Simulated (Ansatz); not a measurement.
Runs of Ansatz 0.2.0 on MgSe. It takes space group Fm-3m (No. 225, cubic). The conventional cell has a = 5.451 Å, b = 5.451 Å, c = 5.451 Å, α = 90.00°, β = 90.00°, γ = 90.00°. Around Se (site symmetry m-3m) lie 6 Mg at 2.73 Å. Around Mg (site symmetry m-3m) lie 6 Se at 2.73 Å. 

```csv
task,level,potentials or basis,spin,cell,cutoff (eV),smearing,other keys,gap on the mesh (eV),pressure (GPa)
single point,PBE,Ansatz PAW,off,"atoms moved at random, drawn with an rms of 0.05 Å",420,fermi-dirac 0.05 eV,-,1.83,2.1
Wannier functions,BLYP+D4,PseudoDojo stringent (PBE files),"collinear, random start",as given,1415,gaussian 0.02 eV,basis.xc_grid = 1; scf.eigensolver.kind = davidson; …,1.90,-
single point,PBE,Ansatz PAW,off,as given,420,fermi-dirac 0.05 eV,-,(b),2.0
projected density of states,PBE,Ansatz PAW,"SOC, no magnetisation",as given,420,gaussian 0.01 eV,-,1.69,2.0
atomic charges,BLYP,PseudoDojo stringent (PBE files),"SOC, no magnetisation",as given,1415,fermi-dirac 0.1 eV,-,(a),4.4
```

Alike in all rows: k mesh 8 × 8 × 8.

Question: Estimate the missing entries.

Answer: (a) 1.75; (b) 1.82.

Caveats: the potentials were made for another functional, which shifts forces and pressure (some runs); the starting moments weren't kept (some runs); some levels weren't fully converged (some runs).

A k mesh can miss the band edges, and rows without SOC leave out spin-orbit coupling on Se.

The runs don't all hold the same shells in valence.
